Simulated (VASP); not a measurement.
Runs of VASP 6.6.1 on MoS2. The structure is cubic, space group Fm-3m (No. 225). The conventional cell has a = 5.992 Å, b = 5.992 Å, c = 5.992 Å, α = 90.00°, β = 90.00°, γ = 90.00°. Mo (site symmetry m-3m) has 8 S at 2.59 Å as nearest neighbours. Around S (site symmetry -43m) lie 4 Mo at 2.59 Å. Measurements of this composition are mostly on another form, of space group No. 194.

```csv
spin,U,fixed moment (μB),gap on the mesh (eV),pressure (GPa),moment (μB)
off,Mo d U = 5 eV,-,none,(a),-
"collinear, ferromagnetic start",Mo d U = 5 eV,-,none,5.2,2.01
"collinear, ferromagnetic start",Mo d U = 2 eV,3,-,5.1,3.00
"non-collinear, random start",Mo d U = 2 eV,-,none,0.6,1.94
"collinear, ferromagnetic start",Mo d U = 5 eV,3,-,9.3,3.00
"collinear, random start",Mo d U = 2 eV,-,none,0.6,1.94
"collinear, random start",Mo d U = 5 eV,-,none,5.2,2.01
"collinear, ferromagnetic start",Mo d U = 2 eV,-,none,0.6,1.94
```

Alike in all rows: task single point; level PBE+U; potentials or basis VASP PAW PBE potentials, release 64 (Mo_sv, S); cell as given; k mesh 6 × 6 × 6; cutoff (eV) 520; smearing gaussian 0.05 eV.

Problem. Estimate the missing entries.

Solution. (a) -3.6.

Caveats: the moment is held away from its start (some runs); the total moment is fixed, so each spin has its own Fermi level (some runs); U without spin polarisation on a metal has little footing (some runs).

A k mesh can miss the band edges, and the runs leave out spin-orbit coupling on Mo.

A gap of «none» marks a metal or a gap under the smearing width.
